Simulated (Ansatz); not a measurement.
The cell was built from the rocksalt type and relaxed in the same program; it needn't be a known or the stable phase. The listed cell was then made from it by scaling, straining or moving an atom.

LiH: DFT, PBE, PAW with Ansatz's default frozen-core files, scalar-relativistic (Ansatz 0.2.0). What sets it apart from a plain run of this crystal: volume scaled by 0.97.

Command: `ansatz run input.yaml --threads 1 --pin off --max-ram 2048MiB --backend cpu --events-out ev --progress --plain --runs-dir out` The run took 1.5 s on 1 thread of AMD EPYC 7R13 Processor (Zen 3) (shared host).

```yaml
crystal:
  lattice:
    - [0.0, 1.9832537454, 1.9832537454]
    - [1.9832537454, 0.0, 1.9832537454]
    - [1.9832537454, 1.9832537454, 0.0]
  atoms:
    - { symbol: Li, position: [0.0, 0.0, 0.0] }
    - { symbol: H, position: [0.5, 0.5, 0.5] }
kpoints:
  mp_grid: { grid: [14, 14, 14] }
scf:
  occupations: { method: fermi_dirac, width: 0.08 }
hamiltonian:
  xc: pbe
  pseudopotentials: { kind: paw }
output:
  forces: true
  stress: true
  eigenvalues: true
  efg: { contact_densities: true }
```

Output (standing set-up lines are left out):

```
Crystal: 2 atoms, lattice volume = 15.601 Å³
Basis set: ecut = 420 eV, 307 PW (Γ), exchange–correlation on 40×40×40 points (8 copies of the dense FFT grid, shifted against one another)
SCF iter   1: F=—  HF=-221.389970 eV  |F-HF|=—  |Δ(HF+E_count)|=         —  Δρ=9.54e-4  dr2=6.27e-5  ethr=1.77e-3  ⟨swp⟩=4.6  Hψ=4885  notcnv=0
preconditioner: auto → none  [insulator: Δε(μ)=2.948 eV  Ē_g=14.402 eV  σ=0.080 eV  W_gap=1.00  n_scr=0 (ndim 8)  ℏωp=13.3 eV  f_vac=0.000  D(μ)=0.00/eV (n_scr^D=0)  ε∞_Penn≈1.9]
SCF iter   2: F=—  HF=-221.390019 eV  |F-HF|=—  |Δ(HF+E_count)|=   4.96e-5  Δρ=4.32e-4  dr2=1.21e-5  ethr=1.57e-6  ⟨swp⟩=1.9  Hψ=1547  notcnv=0
SCF iter   3: F=—  HF=-221.390044 eV  |F-HF|=—  |Δ(HF+E_count)|=   2.44e-5  Δρ=5.33e-5  dr2=3.46e-7  ethr=3.02e-7  ⟨swp⟩=2.0  Hψ=729  notcnv=0
iter 4 did not close the SCF: its close was put off for the readings that it lacked (scf_convergence_deferred on its scf_iter line)
SCF iter   4: F=-221.390044 eV  HF=-221.390044 eV  |F-HF|=1.05e-8  |Δ(HF+E_count)|=   5.06e-7  Δρ=1.22e-5  dr2=1.69e-8  ethr=8.64e-9  ⟨swp⟩=2.0  Hψ=728  notcnv=0
iter 5 did not close the SCF: its close was put off for the readings that it lacked (scf_convergence_deferred on its scf_iter line)
SCF iter   5: F=-221.390044 eV  HF=-221.390044 eV  |F-HF|=5.71e-11  |Δ(HF+E_count)|=   7.00e-9  Δρ=1.53e-6  dr2=2.07e-10  ethr=4.22e-10  ⟨swp⟩=1.3  Hψ=663  notcnv=0
SCF iter   6: F=-221.390044 eV  HF=-221.390044 eV  |F-HF|=1.71e-13  |Δ(HF+E_count)|=  1.05e-11  Δρ=8.75e-8  dr2=1.09e-12  ethr=5.18e-12  ⟨swp⟩=1.0  Hψ=1689  notcnv=0
SCF 1 converged in 6 iterations: F = -221.390044 eV  dr2 = 1.09e-12
  greatest PAW one-centre occupation: 1.000 electrons in one spin orbital (limit 2), on the Li atom at site 0 (counted from 0), in its partial waves of l = 0
SCF converged after 6 iterations
Free energy (F): -221.390044 eV
Harris-Foulkes:  -221.390044 eV  (|F-HF|=1.71e-13)
Internal energy: -221.390044 eV  (E = F + TS)
E sigma→0 (E₀):  -221.390044 eV
Fermi energy:    2.440624 eV
--- Per-component energies (eV) ---
  E_band       = -89.574856
  E_kinetic    = 36.253109
  E_local      = -123.425656  (includes V_loc(G=0)·N_el)
  E_nonlocal   = -31.697302
  E_hartree    = 34.462360
  E_xc         = -20.328872
  E_vxc        = -26.250100  (∫ρ·V_xc dr)
  E_paw        = -21.561985  (= ΣΔE_a)
  E_vpaw       = -13.378445  (= ΣTr[D̂ρ^β])
  E_aug_tail   = -0.001183  (compensation charges beyond the density's cutoff)
  E_ewald      = -95.090516
  E_smearing   = -0.000000  (= −TS)
  E_closure    = 0.000000  (closes the sum)
  Σ components = -221.390044   (vs F -221.390044, Δ=0.00e0)
--- Forces (eV/Å), atoms counted from 1 ---
  atom   1  Li    -0.00000000    -0.00000000    -0.00000000
  atom   2  H      0.00000000    -0.00000000     0.00000000
  max |Σ_I F_I| component: 1.09e-30 eV/Å
--- Stress (GPa, compression-positive) ---
        1.164920       0.000000       0.000000
        0.000000       1.164920       0.000000
        0.000000      -0.000000       1.164920
  P = ⅓ Tr σ = 1.1649 GPa (11.649 kbar)
--- PAW observables at the nuclei: V_zz in 10²¹ V/m², potentials from the cell's mean, atoms counted from 1 ---
  atom   1  Li V_zz =    +0.000000   η = 0.0000   by run symmetry: forbidden
            electrostatic potential = -163.475757 V   contact ρ = 94.511992 e/Å³
  atom   2  H  V_zz =    +0.000000   η = 0.0000   by run symmetry: forbidden
            electrostatic potential = -37.450861 V   contact ρ = 2.860752 e/Å³
--- Band table (eV; the first three rows and the last of 104) ---
  k-point 0: bands = ["-43.3330", "-4.6536", "17.4114", "19.1144", "19.1144", "19.1144"]
  k-point 1: bands = ["-43.3304", "-4.5624", "16.5948", "18.5208", "18.8899", "18.8899"]
  k-point 2: bands = ["-43.3231", "-4.2912", "14.4621", "17.5770", "18.4263", "18.4263"]
  k-point 103: bands = ["-43.2646", "0.6736", "5.5873", "6.9129", "12.8969", "18.8758"]
```
